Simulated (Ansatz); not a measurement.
RbBr:

```xyz
2
Lattice="0.0000 3.4270 3.4270 3.4270 0.0000 3.4270 3.4270 3.4270 0.0000" Properties=species:S:1:pos:R:3 pbc="T T T"
Rb    0.0000    0.0000    0.0000
Br    3.4270    3.4270    3.4270
```

Base run:

- Program: Ansatz 0.2.0
- Functional: PBEsol
- Potentials or basis: all-electron LAPW, scalar-relativistic
- Cutoff: 119 eV (chosen from the basis error)
- Basis error allowed: 0.001 eV/atom
- k mesh: 5 × 5 × 5
- Occupations: fermi-dirac, width 0.05 eV
- Spin: no spin polarisation

Its results: band gap on the k mesh 4.21 eV, direct; pressure -0.1 GPa.

Problem. The run is repeated on the same cell with these changes: potentials or basis from all-electron LAPW, scalar-relativistic to all-electron LAPW, relativistic spinors; spin from no spin polarisation to spin-orbit coupling, no magnetisation. What comes out?

Solution. Band gap on the k mesh 4.05 eV, direct; pressure -0.1 GPa.

Spin-orbit coupling splits the band edges, which narrows the gap.
